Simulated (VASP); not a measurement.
# TaN (Fm-3m) in VASP: relaxation of cell and atoms with LDA

Aim: the relaxation of cell and atoms of TaN with LDA.

All numbers are computed with VASP 6.6.1; they aren't measurements. Logs are shortened: lines on timing, memory, paths and dates and some standing lists are left out, and cuts for length are marked.

## (1) Starting point

Symmetry: Fm-3m, No. 225, cubic system. Conventional cell: a = 4.400 Å, b = 4.400 Å, c = 4.400 Å, α = 90.00°, β = 90.00°, γ = 90.00°. Ta (site symmetry m-3m) is surrounded by 6 N at 2.20 Å. N (site symmetry m-3m) is surrounded by 6 Ta at 2.20 Å.

The cell was built by a generator and needn't be a form met in nature.

## (2) Relaxation of cell and atoms, LDA

INCAR reads:

```
SYSTEM = TaN
PREC = Accurate ; ENCUT = 600
EDIFF = 1E-7 ; ISMEAR = 1
SIGMA = 0.2 ; LREAL = .False.
LASPH = .True. ; NELM = 80
ALGO = Normal ; ISIF = 3
LWAVE = .False. ; LCHARG = .False.
GGA = CA ; IBRION = 2
NSW = 60 ; EDIFFG = -0.01
KPAR = 4
```

KPOINTS reads:

```
regular mesh
0
Gamma
  16 16 16
  0 0 0
```

POSCAR reads:

```
TaN
1.0
    0.0000000000      2.2000000000      2.2000000000
    2.2000000000      0.0000000000      2.2000000000
    2.2000000000      2.2000000000      0.0000000000
Ta N
1 1
Direct
    0.0000000000      0.0000000000      0.0000000000
    0.5000000000      0.5000000000      0.5000000000
```

Potentials or basis: VASP PAW LDA potentials, release 64 (Ta_pv, N).

Command:

```bash
cat potpaw_LDA.64/Ta_pv/POTCAR potpaw_LDA.64/N/POTCAR > POTCAR
mpirun -np 4 vasp_std > vasp.out
```

OUTCAR:

```text
SYSTEM = TaN
   PREC = Accurate
   ENCUT = 600
   EDIFF = 1E-7
   ISMEAR = 1
   LREAL = .False.
   LASPH = .True.
   NELM = 80
   ISIF = 3
   GGA = CA
   IBRION = 2
   NSW = 60
   EDIFFG = -0.01

 ion  position               nearest neighbor table
   1  0.000  0.000  0.000-   2 2.20   2 2.20   2 2.20   2 2.20   2 2.20   2 2.20
   2  0.500  0.500  0.500-   1 2.20   1 2.20   1 2.20   1 2.20   1 2.20   1 2.20

  LATTYP: Found a face centered cubic cell.
 ALAT       =     4.4000000000

  Lattice vectors:

 A1 = (   0.0000000000,   2.2000000000,   2.2000000000)
 A2 = (   2.2000000000,   0.0000000000,   2.2000000000)
 A3 = (   2.2000000000,   2.2000000000,   0.0000000000)

Analysis of symmetry for initial positions (statically):
=====================================================================
 Subroutine PRICEL returns:
 Original cell was already a primitive cell.

 Routine SETGRP: Setting up the symmetry group for a
 face centered cubic supercell.

 Subroutine GETGRP returns: Found 48 space group operations
 (whereof 48 operations were pure point group operations)
 out of a pool of 48 trial point group operations.

The static configuration has the point symmetry O_h .

Analysis of symmetry for dynamics (positions and initial velocities):
=====================================================================
 Subroutine PRICEL returns:
 Original cell was already a primitive cell.

 Routine SETGRP: Setting up the symmetry group for a
 face centered cubic supercell.

 Subroutine GETGRP returns: Found 48 space group operations
 (whereof 48 operations were pure point group operations)
 out of a pool of 48 trial point group operations.

The dynamic configuration has the point symmetry O_h .

 Subroutine INISYM returns: Found 48 space group operations
 (whereof 48 operations are pure point group operations),
 and found     1 'primitive' translations

----------------------------------------------------------------------------------------

                                     Primitive cell

  volume of cell :      21.2960

  direct lattice vectors                    reciprocal lattice vectors
     0.000000000  2.200000000  2.200000000    -0.227272727  0.227272727  0.227272727
     2.200000000  0.000000000  2.200000000     0.227272727 -0.227272727  0.227272727
     2.200000000  2.200000000  0.000000000     0.227272727  0.227272727 -0.227272727

  length of vectors
     3.111269837  3.111269837  3.111269837     0.393647911  0.393647911  0.393647911

  position of ions in fractional coordinates (direct lattice)
     0.000000000  0.000000000  0.000000000
     0.500000000  0.500000000  0.500000000

  ion indices of the primitive-cell ions
   primitive index   ion index
                 1           1
                 2           2

----------------------------------------------------------------------------------------

 KPOINTS: regular mesh

Automatic generation of k-mesh.
 Grid dimensions read from file:
 generate k-points for:   16   16   16

 Generating k-lattice:

  Cartesian coordinates                     Fractional coordinates (reciprocal lattice)
    -0.014204545  0.014204545  0.014204545     0.062500000  0.000000000  0.000000000
     0.014204545 -0.014204545  0.014204545     0.000000000  0.062500000  0.000000000
     0.014204545  0.014204545 -0.014204545     0.000000000  0.000000000  0.062500000

  Length of vectors
     0.024602994  0.024602994  0.024602994

  Shift w.r.t. Gamma in fractional coordinates (k-lattice)
     0.000000000  0.000000000  0.000000000

 Subroutine IBZKPT returns following result:
 ===========================================

 Found    145 irreducible k-points:

 Following reciprocal coordinates:
            Coordinates               Weight
  0.000000  0.000000  0.000000      1.000000
  0.062500  0.000000  0.000000      8.000000
  0.125000  0.000000  0.000000      8.000000
  0.187500  0.000000  0.000000      8.000000
  0.250000  0.000000  0.000000      8.000000
  0.312500  0.000000  0.000000      8.000000
[... 16 lines left out ...]
 -0.125000  0.062500  0.000000     24.000000
 -0.062500  0.062500  0.000000     12.000000
 [... further k-points ...]
   k-points           NKPTS =    145   k-points in BZ     NKDIM =    145   number of bands    NBANDS=     12
   number of dos      NEDOS =    301   number of ions     NIONS =      2
   total plane-waves  NPLWV =  21952
   dimension x,y,z NGX =    28 NGY =   28 NGZ =   28
   dimension x,y,z NGXF=    56 NGYF=   56 NGZF=   56
   ions per type =               1   1
   NGX,Y,Z   is equivalent  to a cutoff of  14.96, 14.96, 14.96 a.u.
   NGXF,Y,Z  is equivalent  to a cutoff of  29.92, 29.92, 29.92 a.u.
 SYSTEM =  TaN
   PREC   = accura    normal or accurate (medium, high low for compatibility)
   ISTART =      0    job   : 0-new  1-cont  2-samecut
   ICHARG =      2    charge: 1-file 2-atom 10-const
   ISPIN  =      1    spin polarized calculation?
   LNONCOLLINEAR =      F non collinear calculations
   LSORBIT =      F    spin-orbit coupling
   LASPH  =      T    aspherical Exc in radial PAW
   ENCUT  =  600.0 eV  44.10 Ry    6.64 a.u.   6.21  6.21  6.21*2*pi/ulx,y,z
   NELM   =     80;   NELMIN=  2; NELMDL= -5     # of ELM steps
   EDIFF  = 0.1E-06   stopping-criterion for ELM
   LREAL  =      F    real-space projection
   EDIFFG = -.1E-01   stopping-criterion for IOM
   NSW    =     60    number of steps for IOM
   IBRION =      2    ionic relax: 0-MD 1-quasi-New 2-CG
   NFREE  =      1    steps in history (QN), initial steepest desc. (CG)
   ISIF   =      3    stress and relaxation
   ISYM   =      2    0-nonsym 1-usesym 2-fastsym
   POTIM  = 0.5000    time-step for ionic-motion
   TEBEG  =    0.0;   TEEND  =   0.0 temperature during run
   PSTRESS=    0.0 pullay stress
   NELECT =      16.0000    total number of electrons
   NUPDOWN=      -1.0000    fix difference up-down
   EMIN   =  10.00;   EMAX   =-10.00  energy-range for DOS
   EFERMI =   0.00;   METHOD = LEGACY
   ISMEAR =     1;   SIGMA  =   0.20  broadening in eV -4-tet -1-fermi 0-gaus
   EFERMI_NEDOS =   21; number of points for ismear=-14 and -15
   IALGO  =     38    algorithm
   IMIX   =      4    mixing-type and parameters
     AMIX     =   0.40;   BMIX     =  1.00
     AMIX_MAG =   1.60;   BMIX_MAG =  1.00
  volume/ion in A,a.u.               =      10.65        71.86
  Fermi-wavevector in a.u.,A,eV,Ry     =   1.488271  2.812425 30.136250  2.214952
  Thomas-Fermi vector in A             =   2.601327
   LORBIT       =      0    0 simple, 1 ext, 2 COOP (PROOUT), +10 PAW based schemes
   GGA     = CA    functional components
   LHFCALC =     F    Hartree Fock is set to
   AEXX    =    0.0000 exact exchange contribution
   IVDW    =     0    specifies the selected vdW correction
   LEPSILON=     F    determine dielectric tensor
   LRPA    =     F    only Hartree local field effects (RPA)
 conjugate gradient relaxation of ions
 non-spin polarized calculation
 Methfessel and Paxton  Order N= 1 SIGMA  =   0.20
  energy-cutoff  :      600.00
  volume of cell :       21.30
 maximum number of plane-waves:       725
 NGX is ok and might be reduce to    28
   NGX = 13   NGY = 13   NGZ = 13

--------------------------------------- Ionic step        1  -------------------------------------------

 number of electron      15.9999999 magnetization

 Free energy of the ion-electron system (eV)
  ---------------------------------------------------
  ext. energy  EPLUGINS =         0.00000000
  ---------------------------------------------------
  free energy    TOTEN  =       -24.12661345 eV

  energy without entropy =      -24.12438312  energy(sigma->0) =      -24.12587000

------------------------ aborting loop because EDIFF is reached ----------------------------------------

  FORCE on cell =-STRESS in cart. coord.  units (eV):
  Direction    XX          YY          ZZ          XY          YZ          ZX
  --------------------------------------------------------------------------------------
  -------------------------------------------------------------------------------------
  Total       -1.4044741     -1.4044741     -1.4044741     -0.0000000      0.0000000      0.0000000
  in kB     -105.6638101   -105.6638101   -105.6638101     -0.0000000      0.0000000      0.0000000
  external PRESSURE =    -105.6638101 kB  Pullay stress =       0.0000000 kB

 VOLUME and BASIS-vectors are now :
 -----------------------------------------------------------------------------
  energy-cutoff  :      600.00
  volume of cell :       21.30
      direct lattice vectors                 reciprocal lattice vectors
     0.000000000  2.200000000  2.200000000    -0.227272727  0.227272727  0.227272727
     2.200000000  0.000000000  2.200000000     0.227272727 -0.227272727  0.227272727
     2.200000000  2.200000000  0.000000000     0.227272727  0.227272727 -0.227272727

 POSITION                                       TOTAL-FORCE (eV/Angst)
 -----------------------------------------------------------------------------------
      0.00000      0.00000      0.00000         0.000000     -0.000000     -0.000000
      2.20000      2.20000      2.20000         0.000000      0.000000      0.000000
 -----------------------------------------------------------------------------------
    total drift:                                0.000000      0.000000      0.000000

  FREE ENERGIE OF THE ION-ELECTRON SYSTEM (eV)
  ---------------------------------------------------
  free  energy   TOTEN  =       -24.1266134489 eV

  energy  without entropy=      -24.1243831165  energy(sigma->0) =      -24.12587000

--------------------------------------- Ionic step        2  -------------------------------------------

 number of electron      16.0000000 magnetization

 E-fermi :  10.6014     XC(G=0): -14.2219

 val. band max:       10.5842925912   @ k =  -0.3125   0.3750   0.1875
 cond. band min:      10.6023917491   @ k =  -0.3125   0.3125   0.1250
 fundamental gap:      0.0180991580
 Fermi energy:        10.6013617393

 k-point     1 :       0.0000    0.0000    0.0000
  band No.  band energies     occupation
      1     -24.7534      2.00000
      2     -24.7534      2.00000
      3     -24.7534      2.00000
      4      -8.8390      2.00000
      5       6.5532      2.00000
      6       6.5532      2.00000
      7       6.5532      2.00000
      8       8.1746      2.00000
      9       8.1746      2.00000
     10       8.1746      2.00000
     11      10.6324      0.74049
     12      10.6324      0.74049

 k-point     2 :       0.0625    0.0000    0.0000
  band No.  band energies     occupation
      1     -24.8074      2.00000
      2     -24.7579      2.00000
      3     -24.7579      2.00000
      4      -8.7195      2.00000
      5       5.9967      2.00000
      6       6.1465      2.00000
      7       6.1465      2.00000
      8       8.3585      2.00000
      9       8.3585      2.00000
     10       8.4604      2.00000
     11      11.0950     -0.00266
     12      11.0950     -0.00266
[... 388 lines left out ...]
 POSITION                                       TOTAL-FORCE (eV/Angst)
 -----------------------------------------------------------------------------------
      0.00000      0.00000      0.00000         0.000000      0.000000      0.000000
      2.17862      2.17862      2.17862         0.000000      0.000000     -0.000000
 -----------------------------------------------------------------------------------
    total drift:                                0.000000      0.000000      0.000000

  FREE ENERGIE OF THE ION-ELECTRON SYSTEM (eV)
  ---------------------------------------------------
  free  energy   TOTEN  =       -24.1480124811 eV

  energy  without entropy=      -24.1457565801  energy(sigma->0) =      -24.14726051

--------------------------------------- Ionic step        4  -------------------------------------------

 number of electron      16.0000001 magnetization

 Free energy of the ion-electron system (eV)
  ---------------------------------------------------
  ext. energy  EPLUGINS =         0.00000000
  ---------------------------------------------------
  free energy    TOTEN  =       -24.14802872 eV

  energy without entropy =      -24.14577245  energy(sigma->0) =      -24.14727663

 E-fermi :   9.7204     XC(G=0): -13.8169

 val. band max:        9.7084974901   @ k =  -0.3125   0.3750   0.1875
 cond. band min:       9.7269342644   @ k =  -0.3125   0.3125   0.1250
 fundamental gap:      0.0184367743
 Fermi energy:         9.7204298231

 k-point     1 :       0.0000    0.0000    0.0000
  band No.  band energies     occupation
      1     -25.7762      2.00000
      2     -25.7762      2.00000
      3     -25.7762      2.00000
      4      -9.1131      2.00000
      5       5.8796      2.00000
      6       5.8796      2.00000
      7       5.8796      2.00000
      8       7.5161      2.00000
      9       7.5161      2.00000
     10       7.5161      2.00000
     11       9.7328      0.89593
     12       9.7328      0.89593

 k-point     2 :       0.0625    0.0000    0.0000
  band No.  band energies     occupation
      1     -25.8164      2.00000
      2     -25.7797      2.00000
      3     -25.7797      2.00000
      4      -9.0103      2.00000
      5       5.3562      2.00000
      6       5.5140      2.00000
      7       5.5140      2.00000
      8       7.6819      2.00000
      9       7.6819      2.00000
     10       7.7660      2.00000
     11      10.1501     -0.00961
     12      10.1501     -0.00961
[... 352 lines left out ...]
 POSITION                                       TOTAL-FORCE (eV/Angst)
 -----------------------------------------------------------------------------------
      2.17807      4.35615      2.17807         0.000000     -0.000000      0.000000
      2.17807      2.17807      2.17807         0.000000      0.000000     -0.000000
 -----------------------------------------------------------------------------------
    total drift:                                0.000000      0.000000      0.000000

  FREE ENERGIE OF THE ION-ELECTRON SYSTEM (eV)
  ---------------------------------------------------
  free  energy   TOTEN  =       -24.1480287191 eV

  energy  without entropy=      -24.1457724484  energy(sigma->0) =      -24.14727663

 reached required accuracy - stopping structural energy minimisation
```

Run time: 26 s. Hardware: 4 MPI ranks of AMD EPYC 9R45 (Zen 5), shared host; peak memory 0.15 GiB.

Results:

```yaml
Free_energy: -24.1480 eV
Relaxed_volume: 10.33 Å³/atom
Relaxed_cell: a = 3.080 Å, b = 3.080 Å, c = 3.080 Å, α = 60.00°, β = 60.00°, γ = 60.00°
Space_group_after_relaxing_to_0.05_Å: Fm-3m (No. 225)
Energy_gained_by_relaxing: 10.7 meV/atom
Ionic_steps: 4
Pressure_after_relaxing: 0.0 GPa
Band_gap_on_the_k_mesh: none (metal or under the smearing width)
```

Step by step:
```
step  energy change (eV)  largest force (eV/Å)  pressure (GPa)  volume (Å³)
   1              0.0000                0.0000          -10.57        21.30
   2              0.1164                0.0000           32.31        19.20
   3             -0.0214                0.0000           -0.31        20.68
   4             -0.0214                0.0000           -0.05        20.67
```

Final structure:
```
Ta N
1.0
     0.00000    2.17807    2.17807
     2.17807    0.00000    2.17807
     2.17807    2.17807    0.00000
Ta N
1 1
Direct
  0.00000 0.00000 0.00000
  0.50000 0.50000 0.50000
```

Levels at points of the mesh, in eV from the Fermi level:
```
           k point  band 5  band 6  band 7  band 8  band 9  band 10  band 11  band 12
(0.00, 0.00, 0.00)   -3.84   -3.84   -3.84   -2.20   -2.20    -2.20     0.01     0.01
(0.50, 0.00, 0.00)  -10.56   -7.77   -7.77    1.98    1.98     2.10     4.06     7.82
(0.50, 0.50, 0.00)   -6.58   -5.66   -4.62   -4.62    2.15     3.70     3.70     4.94
```

The run has no spin-orbit coupling, so splittings on Ta are missing.
